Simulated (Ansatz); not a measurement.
## Clamped-ion strain scan in NaCl

Computed with Ansatz 0.2.0, DFT PBEsol, scalar-relativistic, plane waves, PAW. Cutoff 420 eV, Γ-centred 8×8×8 k-points, Gaussian smearing of 0.05 eV. No spin polarisation. Energies are free energies at this smearing, counted from the undisturbed cell; pressure is positive in compression.

Zero of the scan (as given, not relaxed at this level; it stands at -0.8 GPa):

```
CELL_PARAMETERS angstrom
0.00000 2.83175 2.83175
2.83175 0.00000 2.83175
2.83175 2.83175 0.00000
ATOMIC_POSITIONS crystal
Na 0.00000 0.00000 0.00000
Cl 0.50000 0.50000 0.50000
```

The cell is strained by ε times the Voigt pattern (0, 1, 0, 0, 0, 0) (xx, yy, zz, yz, xz, xy; engineering shear) with fractional coordinates fixed.

(ε, ΔE (meV/atom)): (-0.0200, -0.8), (-0.0150, -0.9), (-0.0100, -0.8), (-0.0050, -0.5), (0.0000, 0.0), (0.0050, 0.6), (0.0100, 1.4), (0.0150, 2.3), (0.0175, 2.9), (0.0200, 3.4)